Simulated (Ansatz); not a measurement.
# NbN: the cost of one run

Method: DFT PBE, scalar-relativistic, plane waves, PAW, in Ansatz 0.2.0.

1 further run of the same task is left out (set aside as unsound or not needed).

## (1) Starting point

Symmetry: Fm-3m, No. 225, cubic system. The conventional cell has a = 4.389 Å, b = 4.389 Å, c = 4.389 Å, α = 90.00°, β = 90.00°, γ = 90.00°. Nb (site symmetry m-3m) is surrounded by 6 N at 2.19 Å. Around N (site symmetry m-3m) lie 6 Nb at 2.19 Å.

As a file:

```
CELL_PARAMETERS angstrom
0.00000 2.19450 2.19450
2.19450 0.00000 2.19450
2.19450 2.19450 0.00000
ATOMIC_POSITIONS crystal
Nb 0.50000 0.50000 0.50000
N 0.00000 0.00000 0.00000
```

The start is a polymorph listed in a database, not an invented cell.

## (2) The guess as it stands, on a coarse mesh

The input, input.yaml:

```yaml
crystal:
  lattice:
    - [0.0, 2.19449997, 2.19449997]
    - [2.19449997, 0.0, 2.19449997]
    - [2.19449997, 2.19449997, 0.0]
  atoms:
    - { symbol: Nb, position: [0.5, 0.5, 0.5] }
    - { symbol: "N", position: [0.0, 0.0, 0.0] }
basis:
  ecutwfc: 420
kpoints:
  mp_grid: { grid: [6, 6, 6] }
hamiltonian:
  xc: pbe
scf:
  occupations: { method: gaussian, width: 0.1 }
  lower_state_search: "off"
output:
  forces: true
  stress: true
  eigenvalues: true
```

Run with:

```console
$ ansatz run input.yaml --threads 1 --pin off --max-ram 2560MiB --backend cpu --events-out ev --progress --plain --runs-dir out
```

Q: Estimate wall time and peak memory on 1 thread of Arm Neoverse V1, shared host.

About 1.2 s, with a peak of 0.26 GiB.
